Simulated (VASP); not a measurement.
## BaS: single point with r2SCAN

The system is BaS.

```xyz
2
Lattice="0.0000 3.2693 3.1926 3.2693 0.0000 3.1926 3.2693 3.2693 0.0000" Properties=species:S:1:pos:R:3 pbc="T T T"
Ba    0.0000    0.0000    0.0000
S     3.2693    3.2693    3.1926
```

The cell was built by a generator and needn't be a form met in nature.

The cell isn't the ideal one: epitaxial_xy strain +1.8%.

| Quantity | Value |
| --- | --- |
| Program | VASP 6.6.1 |
| Task | single point |
| Functional | r2SCAN |
| Potentials or basis | VASP PAW PBE potentials, release 64 (Ba_sv, S) |
| Cutoff | 520 eV |
| k mesh | 8 × 8 × 8 |
| Occupations | gaussian, width 0.01 eV |
| Spin | no spin polarisation |
| Dipole correction | no |
| Further INCAR settings | ALGO = Normal; EDIFF = 1e-06; NBANDS = 15 |

The pressure is -0.6 GPa and the band gap on the k mesh is 2.47 eV, indirect (least direct gap 2.64 eV).

Stress tensor (GPa, compression positive):
```
-1.27  0.00  0.00
 0.00 -1.27  0.00
 0.00  0.00  0.61
```

Levels at points of the mesh, in eV from the valence-band top:
```tsv
k point	band 6	band 7	band 8	band 9	band 10	band 11
(0.00, 0.00, 0.00)	-0.07	-0.07	0.00	3.91	4.20	4.20
(0.50, 0.00, 0.00)	-1.87	-1.05	-1.04	5.82	5.94	6.60
(0.50, 0.50, 0.00)	-0.54	-0.24	-0.24	2.47	6.39	6.40
(0.50, 0.00, 0.50)	-0.66	-0.23	-0.15	2.50	6.22	6.50
```

Run time: 3 min on 1 thread of Intel(R) Xeon(R) Platinum 8488C (Sapphire Rapids), with other jobs on the host, peak memory 0.25 GiB.

Caveat: the PAW data sets were made with another functional, which shifts forces and pressure a little; spin-orbit coupling is left out, which moves the levels of the heavy elements. A k mesh can miss the band edges.
